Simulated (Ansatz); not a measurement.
InP built on the zincblende prototype (r2SCAN geometry), in Ansatz:

```cif
data_structure
_symmetry_space_group_name_H-M 'F-43m'
_symmetry_Int_Tables_number 216
_cell_length_a 5.9076
_cell_length_b 5.9076
_cell_length_c 5.9076
_cell_angle_alpha 90.000
_cell_angle_beta 90.000
_cell_angle_gamma 90.000
_cell_volume 206.17
loop_
_atom_site_label
_atom_site_type_symbol
_atom_site_symmetry_multiplicity
_atom_site_Wyckoff_symbol
_atom_site_fract_x
_atom_site_fract_y
_atom_site_fract_z
_atom_site_occupancy
In1 In 4 a 0.00000 0.00000 0.00000 1
P1 P 4 d 0.25000 0.25000 0.75000 1
```

G0W0@PBE with 193 empty bands, a screening cutoff of 140 eV and a 4×4×4 mesh (PAW, contour deformation) gives 1.034 eV over the mesh points, from a PBE gap of 0.572 eV; it sums over 202 bands with 181 plane waves in the screening and a wave cutoff of 420 eV. No extrapolation in bands, cutoff or mesh was made for G0W0. (Simulation; spin polarisation is off.)

Q: Another run gave a Kohn-Sham gap of 0.562 eV and a G0W0 gap of 1.060 eV, summing over 202 bands with 181 plane waves in the screening and a wave cutoff of 952 eV. What was changed?

A: Potentials of the kind norm-conserving, with them a wave cutoff of 952 eV. The wave cutoff gives it away.

Q: Estimate the gap with empty bands 83, screening cutoff 80 eV.

A: 1.038 eV (+0.004 eV), from a Kohn-Sham gap of 0.572 eV.

Q: Estimate the gap with frequency model Godby-Needs pole.

A: 1.101 eV (+0.067 eV), from a Kohn-Sham gap of 0.572 eV.

Q: Another run gave a Kohn-Sham gap of 1.015 eV and a G0W0 gap of 1.281 eV, summing over 202 bands with 181 plane waves in the screening and a wave cutoff of 500 eV. What was changed?

A: Starting point r2SCAN, with them a wave cutoff of 500 eV. The Kohn-Sham gap has moved while bands and screening basis stay; the higher wave cutoff is that of a meta-GGA.

Spin-orbit coupling is left out, which matters wherever the heavy atoms make up the band edges.

With a shallow d shell on the cation, G0W0 converges slowly in bands and cutoff, so these values are in doubt.
